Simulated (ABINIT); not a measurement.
Here is an ABINIT 10.8.3 (patched build) calculation.

File run.abi:

```
# Datasets: ground state, then fixed potential
ndtset 2

# Pseudopotentials
pp_dirpath "./"
pseudos "V.GGA_PBE-JTH.xml"

# Structure
acell 4.9566214992 4.9566214992 4.9566214992
rprim
    -0.5773502692     0.5773502692     0.5773502692
     0.5773502692    -0.5773502692     0.5773502692
     0.5773502692     0.5773502692    -0.5773502692
ntypat 1
znucl 23
natom 1
typat 1
xred
     0.0000000000     0.0000000000     0.0000000000

# Plane-wave basis
ecut 15.0
pawecutdg 30.0

# Exchange and correlation
ixc 14

# Bands and occupations
occopt 3
tsmear 0.05 eV

# Spin
nsppol 2
spinat
     0.0000000000     0.0000000000     2.0000000000

# SCF cycle
nstep 100

# Output
iomode 3
prtwf 0
prteig 0
prtebands 0
enunit 1
prtden1 1

# Dataset 1
kptopt1 1
ngkpt1 12 12 12
nshiftk1 1
shiftk1 0.0 0.0 0.0
nband1 11
tolvrs1 1.0e-9

# Dataset 2: bands along G-H-N-G-P-H
iscf2 -2
getden2 1
nband2 17
nbdbuf2 4
tolwfr2 1.0e-11
kptopt2 -5
ndivsm2 5
prteig2 1
kptbounds2
     0.0000000000     0.0000000000     0.0000000000
     0.5000000000    -0.5000000000     0.5000000000
     0.0000000000     0.0000000000     0.5000000000
     0.0000000000     0.0000000000     0.0000000000
     0.2500000000     0.2500000000     0.2500000000
     0.5000000000    -0.5000000000     0.5000000000
```

Potentials or basis: JTH PAW PBE v2.0.

Command:

```console
$ abinit run.abi > log 2>&1
```

(1) Predict the band gap on the k mesh.

(2) Predict the pressure.

(3) Predict the net moment.

Answers

(1) none (metal or under the smearing width).

(2) -1.9 GPa.

(3) 0.00 μB per cell.

Caveat: the PAW data sets were made with another functional, which shifts forces and pressure a little.
